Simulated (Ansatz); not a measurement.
The system is MnO.

```xyz
2
Lattice="0.0000 2.2239 2.2239 2.2239 0.0000 2.2239 2.2239 2.2239 0.0000" Properties=species:S:1:pos:R:3 pbc="T T T"
Mn    0.0000    0.0000    0.0000
O     2.2239    2.2239    2.2239
```

The cell is a database's computed one.

Base run:

* Program: Ansatz 0.2.0
* Functional: PBEsol
* Potentials or basis: all-electron LAPW, scalar-relativistic
* Cutoff: 324 eV
* Density cutoff: 1296 eV
* Basis error allowed: 0.001 eV/atom
* k mesh: 10 × 10 × 10
* Occupations: fermi-dirac, width 0.05 eV
* Spin: collinear spin, ferromagnetic start
* Starting moments: [4.0, 0.0] μB
* Hubbard terms: Mn d U = 8 eV

Its results: band gap on the k mesh 0.54 eV, indirect (least direct gap 2.40 eV); pressure 7.4 GPa; net moment 5.00 μB per cell; site moments Mn +4.63; O +0.10 μB.

Question: After a change of settings the same cell gave: band gap on the k mesh none (metal or under the smearing width); pressure 2.8 GPa; net moment 5.00 μB per cell; site moments Mn +4.56; O +0.18 μB. Which change was it?
A. hubbard terms from Mn d U = 8 eV to Mn d U = 2 eV
B. functional from PBEsol to PBE; hubbard terms from Mn d U = 8 eV to none
C. hubbard terms from Mn d U = 8 eV to Mn d U = 4 eV

Answer: C.

Caveats: the magnetic state may not be the lowest; U is the effective U less J, on atomic orbitals that reach past the spheres; a cell with one magnetic atom can't hold antiferromagnetic order, which such compounds often take.

Not every run made on this cell is shown here.
